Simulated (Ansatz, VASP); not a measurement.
**One calculation of W, two programs**

```
CELL_PARAMETERS angstrom
2.80966 0.00000 0.00000
0.00000 4.86387 0.00000
0.00000 0.00000 4.92370
ATOMIC_POSITIONS crystal
W 0.79317 0.56316 0.25000
W 0.20683 0.06316 0.25000
W 0.20683 0.43684 0.75000
W 0.79317 0.93684 0.75000
```

This isn't the form of W at room conditions, which is bcc.

Alike in both runs: task single point; functional PBEsol; k mesh 8 × 5 × 5; occupations gaussian, width 0.3 eV; no spin polarisation.

```csv
,VASP,Ansatz
version,VASP 6.6.1,Ansatz 0.2.0
potentials or method,"VASP PAW PBE potentials, release 64 (W_sv)","plane waves, PAW"
plane-wave cutoff (eV),520,550
valence electrons in the cell,56,56
```

Ansatz gave:

* pressure (GPa): -10.6
* largest component of the traceless stress (GPa): 0.42

**Question.** Which values does VASP return?

**Answer.** Pressure (GPa): -10.2; largest component of the traceless stress (GPa): 0.43.

Caveats: the PAW data sets were made with another functional, which shifts forces and pressure a little (VASP). Spin-orbit coupling is left out, which matters for the levels of W.
